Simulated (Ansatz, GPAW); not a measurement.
Given: the input of a run of Ansatz 0.2.0 on MgO. The cell is a database's computed one, not the measured one.

Contents of input.yaml:

```yaml
crystal:
  lattice:
    - [0.0, 2.0970013927, 2.0970013927]
    - [2.0970013927, 0.0, 2.0970013927]
    - [2.0970013927, 2.0970013927, 0.0]
  atoms:
    - { symbol: Mg, position: [0.0, 0.0, 0.0] }
    - { symbol: O, position: [0.5, 0.5, 0.5] }
hamiltonian:
  xc: rpbe
  pseudopotentials: { kind: paw }
  dispersion: d4
kpoints:
  mp_grid: { grid: [11, 11, 11] }
scf:
  occupations: { method: gaussian, width: 0.1 }
output:
  forces: true
  stress: true
  eigenvalues: true
```

Potentials or basis: Ansatz PAW.

The run is started by

```bash
$ ansatz run input.yaml --threads 2 --pin off --max-ram 5632MiB --backend cpu --events-out ev --progress --plain --runs-dir out
```

Problem. Translate it to GPAW 26.7.0 (ASE script). Potentials or basis there: the program's PAW data sets (release 1.2.1) made for this functional, cutoff 800 eV.

Solution. As run (cutoffs and basis follow the program's own potentials, and thresholds, step limits or extra output files can differ):

The input run.py:

```python
from ase import Atoms
from ase.calculators.mixing import SumCalculator
from ase.dft.bandgap import bandgap
from ase.io import write
from ase.units import GPa
from dftd4.ase import DFTD4
from gpaw import GPAW, PW

atoms = Atoms(['Mg', 'O'],
              cell=[[0.0, 2.0970013927, 2.0970013927],
                    [2.0970013927, 0.0, 2.0970013927],
                    [2.0970013927, 2.0970013927, 0.0]],
              scaled_positions=[[0.0, 0.0, 0.0],
                                [0.5, 0.5, 0.5]],
              pbc=True)

calc = GPAW(mode=PW(800),
            xc='RPBE',
            kpts={'size': (11, 11, 11), 'gamma': True},
            occupations={'name': 'methfessel-paxton', 'order': 0, 'width': 0.1},
            nbands=16,
            convergence={'density': 1e-05, 'energy': 1e-05},
            maxiter=150,
            txt='gpaw.txt')
atoms.calc = SumCalculator([calc, DFTD4(method='rpbe')])
energy = atoms.get_potential_energy()
forces = atoms.get_forces()
stress = atoms.get_stress()
calc.write('gs.gpw')
write('result.traj', atoms)
print(f'Energy: {energy:.6f} eV')
print('Forces (eV/A):')
print(forces.round(4))
print('Stress (GPa):', (stress / GPa).round(3))
print('Fermi level:', round(calc.get_fermi_level(), 4), 'eV')
print(f'Gap: {bandgap(calc)[0]:.4f} eV, direct: {bandgap(calc, direct=True)[0]:.4f} eV')
```

Potentials or basis: the program's PAW data sets (release 1.2.1) made for this functional, pw.

The run is started by

```bash
$ OMP_NUM_THREADS=1 python run.py
```

Both were run:

|  | Ansatz | GPAW |
| --- | --- | --- |
| Pressure | 4.3 GPa | 4.5 GPa |

Ansatz's pressure holds a Pulay term of +0.52 GPa for its cutoff of 420 eV, which the other run lacks.

Ansatz's potentials were made for PBE.

Where Ansatz's input types no cutoff or centring, it takes its own default and a Γ-centred mesh.

Pressure is positive in compression.
